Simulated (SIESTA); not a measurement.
The system is CuO (Tenorite).

```
CELL_PARAMETERS angstrom
2.34185 -1.71130 0.00000
2.34185 1.71130 0.00000
-0.85003 0.00000 5.05787
ATOMIC_POSITIONS crystal
Cu 0.50000 0.00000 0.50000
Cu 0.00000 0.50000 0.00000
O 0.41840 0.58160 0.75000
O 0.58160 0.41840 0.25000
```

Base run:

```yaml
Program: SIESTA 5.4.2
Functional: LDA
Potentials_or_basis: PseudoDojo 0.4 standard (LDA files)
Basis: DZP (energy shift 0.003 Ry; two zetas on semicore shells)
Grid_cutoff: 800 Ry
Energy_shift: 0.003 Ry
k_mesh: 10 × 10 × 5
Occupations: fermi-dirac, width 0.05 eV
Spin: no spin polarisation
```

Its results: band gap on the k mesh none (metal or under the smearing width); pressure -8.0 GPa; largest force 0.310 eV/Å.

Task: The run is repeated on the same cell with these changes: functional from LDA to PBEsol; potentials or basis from PseudoDojo 0.4 standard (LDA files) to PseudoDojo 0.4 standard (PBEsol files). What comes out?

Result: Band gap on the k mesh none (metal or under the smearing width); pressure -1.5 GPa; largest force 0.206 eV/Å.

Caveats: short orbitals over semicore shells can move pressures by several GPa; the basis of atomic orbitals isn't converged, which shifts pressures, moduli and gaps; the run has no spin polarisation, though such a crystal can be magnetic; semilocal functionals often make such compounds metallic where correlation or magnetic order opens a gap, which also shifts bond lengths.
